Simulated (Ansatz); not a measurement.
Method: DFT PBE, scalar-relativistic, plane waves, PAW in Ansatz 0.2.0. All cells share a 420 eV cutoff and Γ-centred k meshes spaced at most about 0.3 Å⁻¹ (about 0.25 or finer for metals, 2π included). No spin polarisation.

These are static total energies at zero pressure.

Compare these two cells of Al5Cu3, each relaxed at this level.

A.

Space group P4/mmm (No. 123). a = 5.522 Å, b = 5.522 Å, c = 3.784 Å, α = 90.00°, β = 90.00°, γ = 90.00°
```csv
atom,site,symmetry,x,y,z
Al,1a,4/mmm,0.0000,0.0000,0.0000
Al,4k,m.2m,0.7454,0.2546,0.5000
Cu,1c,4/mmm,0.5000,0.5000,0.0000
Cu,2f,mmm.,0.5000,0.0000,0.0000
```

B.

Space group R-3m:H (No. 166). a = 4.121 Å, b = 4.121 Å, c = 25.102 Å, α = 90.00°, β = 90.00°, γ = 120.00°
| atom | site | symmetry | x | y | z |
| --- | --- | --- | --- | --- | --- |
| Al | 6c | 3m | 0.6667 | 0.3333 | 0.1338 |
| Al | 3a | -3m | 0.0000 | 0.0000 | 0.0000 |
| Al | 6c | 3m | 0.3333 | 0.6667 | 0.0706 |
| Cu | 3b | -3m | 0.3333 | 0.6667 | 0.1667 |
| Cu | 6c | 3m | 0.0000 | 0.0000 | 0.3016 |

Question: Which form is favoured at zero pressure, and by what margin per atom?

Answer: B is lower, by 109 meV/atom. A has Al and Cu ordered on fcc sites, space group P4/mmm (No. 123), 14.4 Å³/atom and no gap on its mesh; B has space group R-3m (No. 166), 15.4 Å³/atom and no gap. Counting all near atoms (those within 1.25 times the shortest distance at each site; a plus sign parts nearer from farther groups; a slash parts the counts of unlike sites), A has Al 12, Cu 12 and B has Al 4+6/5+6/6+6, Cu 8/8+3. The lower one is the more open, so pressure narrows the difference. Both come from invented guesses.

Cells relaxed within their symmetry can be saddle points.
